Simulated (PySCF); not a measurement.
Estimate the missing entries of this data sheet.

Ethoxy ethane, C4H10O.
Atom-mapped SMILES: `[CH3:1][CH2:2][O:3][CH2:4][CH3:5]` (hydrogens: H6, H7, H8 on C1; H9, H10 on C2; H11, H12 on C4; H13, H14, H15 on C5)

Conformer (atom-mapped SMILES and torsion angles): `[CH3:1][CH2:2][O:3][CH2:4][CH3:5]`: C1–C2–O3–C4 180°, C2–O3–C4–C5 180°.

```csv
property,level,value
point group,PBE0-D3(BJ)/def2-SVP,C2v
"rotational constants A, B, C",PBE0-D3(BJ)/def2-SVP,?
dipole moment,CAM-B3LYP/def2-SVPD,1.14 D
HOMO energy,CAM-B3LYP/def2-SVPD,-8.82 eV
LUMO energy,CAM-B3LYP/def2-SVPD,1.45 eV
lowest singlet excitation,TDDFT CAM-B3LYP/def2-SVPD,"7.15 eV (173 nm, f = 0.029)"
strongest line among the 10 lowest singlet transitions,TDDFT CAM-B3LYP/def2-SVPD,"S4 at 8.32 eV (149 nm, f = 0.071)"
lowest triplet excitation (Tamm–Dancoff),TDA CAM-B3LYP/def2-SVPD,6.96 eV
static isotropic polarisability,CAM-B3LYP/def2-SVPD,?
vertical ionisation energy,ΔSCF CAM-B3LYP/def2-SVPD,?
electronic spatial extent ⟨r²⟩ about the centre of nuclear charge,CAM-B3LYP/def2-SVPD,628 bohr²
largest of the computed one-bond spin–spin couplings (means over like bonds),"B3LYP/pcJ-1, spin–dipole term left out","13C–1H +141.3 (C2–H9 and 3 like it), 13C–1H +133.1 (C1–H6 and 5 like it), 13C–13C +42.5 (C1–C2 and 1 like it), 17O–13C +22.6 (O3–C2 and 1 like it) Hz"
core binding energies,"ΔSCF SCAN, pcX-2 on the ionised atom, pcseg-1 elsewhere, spin-free X2C","C1s 290.6 (C1/C5), C1s 292.0 (C2/C4), O1s 538.1 (O3) eV"
```

Gas-phase values; electronic properties from PySCF, density fitting. One conformer (not necessarily the lowest) at the PBE0-D3(BJ)/def2-SVP geometry, without solvent, vibrations or thermal averaging.

Give the rotational constants A, B, C.

18.076, 2.263, 2.119 GHz.

What is the vertical ionisation energy?

9.72 eV.

Give the static isotropic polarisability.

57.7 au.

The vertical singlet–triplet gap S1 − T1 is 0.19 eV (TDDFT singlet less Tamm–Dancoff triplet; S1: HOMO→LUMO, weight 0.91; T1: HOMO→LUMO, weight 0.86). The polarisability is 8.55 Å³ as a volume (1 au = 0.148185 Å³), or 1.37 au for each of the 42 electrons. No computed singlet falls in the visible range (750 to 380 nm, 1.65 to 3.26 eV); S1 lies 3.89 eV above its blue end.
